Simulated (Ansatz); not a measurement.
Calculation for SiC (wurtzite type): DFT, PBE, all-electron LAPW, scalar-relativistic (Ansatz 0.2.0). This run: single point at the cell that PAW relaxed from the wurtzite type at 21 GPa.

The cell comes from a relaxation on PAW files under the same functional, begun from a prototype that needn't be the stable phase.

Command: `ansatz run input.yaml --threads 1 --pin off --max-ram 3584MiB --backend cpu --events-out ev --progress --plain --runs-dir out` It took 49 s on 1 thread of Intel(R) Xeon(R) Platinum 8259CL CPU @ 2.50GHz (Skylake/Cascade Lake) (shared host), peak memory 0.47 GiB.

```yaml
crystal:
  lattice:
    - [3.007703702, 0.0, 0.0]
    - [-1.503851851, 2.604747813, 0.0]
    - [0.0, 0.0, 4.932305059]
  atoms:
    - { symbol: Si, position: [0.3333333333, 0.6666666667, 0.0001010801] }
    - { symbol: Si, position: [0.6666666667, 0.3333333333, 0.5001010801] }
    - { symbol: C, position: [0.3333333333, 0.6666666667, 0.3758989199] }
    - { symbol: C, position: [0.6666666667, 0.3333333333, 0.8758989199] }
kpoints:
  mp_grid: { grid: [12, 12, 7] }
scf:
  occupations: { method: fermi_dirac, width: 0.1 }
hamiltonian:
  xc: pbe
  pseudopotentials: { kind: all_electron, lapw: { basis_error: 0.0005 } }
output:
  forces: true
  stress: true
  eigenvalues: true
  populations: true
```

Output:

```
Si: projections on atomic orbitals take those of the free atom 1s2 2s2 2p6 3s2 3p2, of charge +0.00 (hamiltonian.pseudopotentials.projection_atoms)
C: projections on atomic orbitals take those of the free atom 1s2 2s2 2p2, of charge +0.00 (hamiltonian.pseudopotentials.projection_atoms)
LAPW: plane waves up to 10.262 Å⁻¹, error target 5.0e-4 eV per atom; small_component_spin mean_spin; C in spheres of 0.859 Å, 6 of its electrons in bands, Dirac shells []; Si in spheres of 0.982 Å, 12 of its electrons in bands, Dirac shells [] (how accurate: hamiltonian.pseudopotentials.lapw.basis_error, Limitations)
Engine: ansatz 0.2.0
Pseudopotentials: kind: all_electron
Pseudopotential: Si, LAPW, valence charge 12, lapw/all_electron/scalar/gaussian/Si, Koelling and Harmon's equation, gaussian nucleus
Pseudopotential: C, LAPW, valence charge 6, lapw/all_electron/scalar/gaussian/C, Koelling and Harmon's equation, gaussian nucleus
Functional definition: PBE
  parameter kappa = 0.804
  parameter beta = 0.06672455060314922
  exchange = pbe_x(kappa = kappa, mu = beta*pi^2/3)
  correlation = pbe_c(beta = beta)
Crystal: 4 atoms, lattice volume = 38.641 Å³
Basis set: ecut = 401.2170677170577 eV, 701 PW (Γ), exchange–correlation at level 2
Bands: 22, of which v1, the nominal top of the filled ones, is band 18 counted from 1 (17 counted from 0)
Symmetry: 12 space group operations
Space group: P63mc (ITA 186), of the structure as read, at distance tolerance 3.4e-5 Å
k-points: 76 of 1008 (time reversal used)
Non-local potential: Si, projectors of the file, none
Non-local potential: C, projectors of the file, none
Initial density: superposition of atomic densities (chi_scale 0.1, normalization cell, long waves kept (reshape's long-wave potential 0.00 eV rms))
Initial wavefunctions: plane waves of lowest kinetic energy (no species holds an atomic orbital)
Functional: x = pbe(κ = 0.804, μ = 0.2195149727645171), c = pbe(β = 0.06672455060314922)
iter 1 solved again at ethr=2.91e-2 eV; its pass at ethr=1.00e-1 eV (dr2=1.05e1 eV) is discarded
SCF iter   1: F=—  HF=-17862.943930 eV  |F-HF|=—  |Δ(HF+E_count)|=         —  Δρ=1.54e-1  dr2=1.05e1  ethr=2.91e-2  ⟨swp⟩=2.0  Hψ=11726  notcnv=0
preconditioner: auto → none  [insulator: Δε(μ)=4.647 eV  Ē_g=13.456 eV  σ=0.100 eV  W_gap=1.00  n_scr=10 (ndim 8)  ℏωp=23.9 eV  f_vac=0.000  D(μ)=0.00/eV (n_scr^D=0)  ε∞_Penn≈4.2]
iter 2 solved again at ethr=8.36e-4 eV; its pass at ethr=2.91e-2 eV (dr2=3.01e-1 eV) is discarded
SCF iter   2: F=—  HF=-17859.013599 eV  |F-HF|=—  |Δ(HF+E_count)|=    3.93e0  Δρ=3.68e-2  dr2=3.02e-1  ethr=8.36e-4  ⟨swp⟩=2.1  Hψ=8722  notcnv=0
SCF iter   3: F=—  HF=-17858.863179 eV  |F-HF|=—  |Δ(HF+E_count)|=         —  Δρ=1.69e-2  dr2=6.66e-2  ethr=8.36e-4  ⟨swp⟩=3.0  Hψ=4884  notcnv=0
the basis was enlarged: its passes take 663.6 KiB over the memory plan, 1 of 1 planned eigensolver slots
SCF iter   4: F=—  HF=-17858.858605 eV  |F-HF|=—  |Δ(HF+E_count)|=   4.57e-3  Δρ=1.33e-3  dr2=4.92e-4  ethr=1.85e-4  ⟨swp⟩=2.0  Hψ=4185  notcnv=0
SCF iter   5: F=—  HF=-17858.858693 eV  |F-HF|=—  |Δ(HF+E_count)|=   8.80e-5  Δρ=1.93e-4  dr2=6.32e-6  ethr=1.37e-6  ⟨swp⟩=3.0  Hψ=4627  notcnv=0
SCF iter   6: F=—  HF=-17858.858702 eV  |F-HF|=—  |Δ(HF+E_count)|=   9.15e-6  Δρ=4.94e-5  dr2=6.06e-7  ethr=1.75e-8  ⟨swp⟩=3.0  Hψ=4786  notcnv=0
SCF iter   7: F=-17858.858702 eV  HF=-17858.858702 eV  |F-HF|=8.22e-10  |Δ(HF+E_count)|=   1.27e-7  Δρ=3.00e-6  dr2=2.15e-9  ethr=1.68e-9  ⟨swp⟩=3.0  Hψ=4641  notcnv=0
SCF 1 converged in 7 iterations: F = -17858.858702 eV  dr2 = 2.15e-9
SCF converged after 7 iterations
Free energy (F): -17858.858702 eV
Harris-Foulkes:  -17858.858702 eV  (|F-HF|=8.22e-10)
Internal energy: -17858.858702 eV  (E = F + TS)
E sigma→0 (E₀):  -17858.858702 eV
Entropy (-TS):   -0.000001 eV (-0.000 meV/atom)
Fermi energy:    13.050091 eV
--- Per-component energies (eV) ---
  E_band       = -2326.950219
  E_kinetic    = 17909.922572
  E_xc         = -1438.197043
  E_electrostatic = -34330.584231  (all electrons and nuclei)
  E_smearing   = -0.000001  (= −TS)
  E_closure    = 0.000000  (closes the sum)
  E_atoms      = -17828.979414  (free atoms, spherical and without spin; not in F)
  Σ components = -17858.858702   (vs F -17858.858702, Δ=0.00e0)
  Basis errors (estimates in eV, not in F): energy 2.8e-4 per atom: plane waves 2.6e-4 (1.6e-4 summed), levels above the bands 6.6e-31, relativity 7.5e-9, radial functions 2.4e-5, core shells 3.5e-13; eigenvalues (radial functions only) 1.3e-6; not estimated: angular momenta, meshes, grids; target (lapw.basis_error) 5.0e-4; muffin-tin radii C 0.859 Å, Si 0.982 Å
--- Forces (eV/Å), atoms counted from 1 ---
  atom   1  Si     0.00000000    -0.00000000     0.00045142
  atom   2  Si    -0.00000000     0.00000000     0.00045142
  atom   3  C      0.00000000    -0.00000000    -0.00047451
  atom   4  C      0.00000000     0.00000000    -0.00047451
  max |Σ_I F_I| component: 4.62e-5 eV/Å
--- Stress (GPa, compression-positive) ---
       20.973836       0.000000       0.000000
        0.000000      20.973836       0.000000
        0.000000       0.000000      21.002724
  P = ⅓ Tr σ = 20.9835 GPa (209.835 kbar)
--- Band table (eV; the first three rows and the last of 76) ---
  k-point 0: bands = ["-251.4372", "-251.4372", "-121.2095", "-121.2093", "-77.2526", "-77.2503", "-77.2453", "-77.2453", "-77.2449", "-77.2449", "-4.2364", "-0.4024", "2.7894", "10.5355", "10.5355", "11.7784", "11.8884", "11.8884", "17.2580", "18.8135", "18.9593", "18.9593"]
  k-point 1: bands = ["-251.4372", "-251.4372", "-121.2095", "-121.2093", "-77.2525", "-77.2504", "-77.2453", "-77.2453", "-77.2449", "-77.2449", "-4.1310", "-0.8730", "3.4286", "10.5934", "10.5934", "11.2210", "11.8109", "11.8109", "17.3516", "18.9792", "18.9792", "19.1949"]
  k-point 2: bands = ["-251.4372", "-251.4372", "-121.2095", "-121.2094", "-77.2522", "-77.2507", "-77.2452", "-77.2452", "-77.2450", "-77.2450", "-3.8170", "-1.7504", "4.8037", "9.8720", "10.7599", "10.7599", "11.6002", "11.6002", "17.6288", "19.0951", "19.0951", "19.3274"]
  k-point 75: bands = ["-251.4372", "-251.4372", "-121.2093", "-121.2093", "-77.2514", "-77.2514", "-77.2465", "-77.2464", "-77.2464", "-77.2463", "0.8689", "0.8689", "3.9789", "3.9789", "5.6069", "6.2307", "10.0054", "10.0054", "17.2449", "17.4530", "17.4530", "18.7716"]
--- Löwdin populations: 4 sites ---
  site symbol       q [e]
     0     Si     12.8846
     1     Si     12.8846
     2      C      7.0358
     3      C      7.0358
  spilling = 0.003982 (of n_electrons = 40.000000)
```

populations.tsv:

```
# site	symbol	l	j	q
# orbitals = lowdin
# n_electrons = 40.000000
# spilling = 0.003982
# projection_atom_Si: 1s2 2s2 2p6 3s2 3p2
# projection_atom_C: 1s2 2s2 2p2
0	Si	0_1S	-	1.999736
0	Si	0_2S	-	1.978257
0	Si	0_3S	-	0.858252
0	Si	1_2P	-	5.993306
0	Si	1_3P	-	2.055044
1	Si	0_1S	-	1.999736
1	Si	0_2S	-	1.978257
1	Si	0_3S	-	0.858252
1	Si	1_2P	-	5.993306
1	Si	1_3P	-	2.055044
2	C	0_1S	-	1.991177
2	C	0_2S	-	1.146005
2	C	1_2P	-	3.898584
3	C	0_1S	-	1.991177
3	C	0_2S	-	1.146005
3	C	1_2P	-	3.898584
```

Next run (single point at the cell that PAW relaxed from the NiAs type at 21 GPa), as changes to the input before:

```diff
   lattice:
-    - [3.007703702, 0.0, 0.0]
-    - [-1.503851851, 2.604747813, 0.0]
-    - [0.0, 0.0, 4.932305059]
+    - [2.7977404829, 0.0, 0.0]
+    - [-1.3988702414, 2.4229143314, 0.0]
+    - [0.0, 0.0, 4.6541637598]
   atoms:
-    - { symbol: Si, position: [0.3333333333, 0.6666666667, 0.0001010801] }
-    - { symbol: Si, position: [0.6666666667, 0.3333333333, 0.5001010801] }
-    - { symbol: C, position: [0.3333333333, 0.6666666667, 0.3758989199] }
-    - { symbol: C, position: [0.6666666667, 0.3333333333, 0.8758989199] }
+    - { symbol: Si, position: [0.0, 0.0, 0.0] }
+    - { symbol: Si, position: [0.0, 0.0, 0.5] }
+    - { symbol: C, position: [0.3333333333, 0.6666666667, 0.25] }
+    - { symbol: C, position: [0.6666666667, 0.3333333333, 0.75] }
 kpoints:
```

Results part of the output:

```
SCF 1 converged in 7 iterations: F = -17855.804759 eV  dr2 = 1.94e-9
SCF converged after 7 iterations
Free energy (F): -17855.804759 eV
Harris-Foulkes:  -17855.804759 eV  (|F-HF|=2.63e-9)
Internal energy: -17855.794004 eV  (E = F + TS)
E sigma→0 (E₀):  -17855.799382 eV
Entropy (-TS):   -0.010754 eV (-2.689 meV/atom)
Fermi energy:    16.445656 eV
--- Per-component energies (eV) ---
  E_band       = -2215.922173
  E_kinetic    = 17903.701286
  E_xc         = -1439.937566
  E_electrostatic = -34319.557725  (all electrons and nuclei)
  E_smearing   = -0.010754  (= −TS)
  E_closure    = 0.000000  (closes the sum)
  E_atoms      = -17828.979414  (free atoms, spherical and without spin; not in F)
  Σ components = -17855.804759   (vs F -17855.804759, Δ=0.00e0)
  Basis errors (estimates in eV, not in F): energy 2.2e-4 per atom: plane waves 2.0e-4 (1.1e-4 summed), levels above the bands 2.3e-33, relativity 5.4e-9, radial functions 2.0e-5, core shells 1.7e-14; eigenvalues (radial functions only) 1.8e-6; not estimated: angular momenta, meshes, grids; target (lapw.basis_error) 5.0e-4; muffin-tin radii C 0.943 Å, Si 1.048 Å
--- Forces (eV/Å), atoms counted from 1 ---
  atom   1  Si    -0.00000000     0.00000000    -0.00000000
  atom   2  Si     0.00000000     0.00000000     0.00000000
  atom   3  C      0.00000000    -0.00000000     0.00000000
  atom   4  C      0.00000000    -0.00000000    -0.00000000
  max |Σ_I F_I| component: 5.55e-17 eV/Å
--- Stress (GPa, compression-positive) ---
       21.185965      -0.000000      -0.000000
       -0.000000      21.185965      -0.000000
       -0.000000      -0.000000      21.236372
  P = ⅓ Tr σ = 21.2028 GPa (212.028 kbar)
--- Band table (eV; the first three rows and the last of 76) ---
  k-point 0: bands = ["-248.0423", "-248.0423", "-118.4753", "-118.4707", "-74.5505", "-74.5271", "-74.5271", "-74.5241", "-74.5241", "-74.5155", "-2.4977", "2.6333", "4.5319", "15.5952", "15.5952", "16.2711", "16.2711", "16.4899", "22.1083", "22.8143", "24.7679", "25.0109"]
  k-point 1: bands = ["-248.0423", "-248.0423", "-118.4750", "-118.4709", "-74.5487", "-74.5269", "-74.5269", "-74.5242", "-74.5242", "-74.5172", "-2.3730", "1.7668", "5.6037", "15.6410", "15.6410", "15.6620", "16.2550", "16.2550", "22.3314", "22.8297", "24.6295", "24.6295"]
  k-point 2: bands = ["-248.0423", "-248.0423", "-118.4744", "-118.4716", "-74.5439", "-74.5265", "-74.5265", "-74.5246", "-74.5246", "-74.5221", "-2.0001", "0.5406", "7.4386", "13.8203", "15.7653", "15.7653", "16.1980", "16.1980", "22.6215", "22.8599", "24.0628", "24.0628"]
  k-point 75: bands = ["-248.0423", "-248.0423", "-118.4729", "-118.4719", "-74.5363", "-74.5293", "-74.5293", "-74.5286", "-74.5286", "-74.5285", "4.7513", "4.7513", "6.1849", "6.9534", "7.8472", "7.8472", "14.8613", "14.8613", "19.5312", "21.4188", "21.4188", "21.8908"]
--- Löwdin populations: 4 sites ---
  site symbol       q [e]
     0     Si     12.8423
     1     Si     12.8423
     2      C      7.0231
     3      C      7.0231
  spilling = 0.006730 (of n_electrons = 40.000000)
```
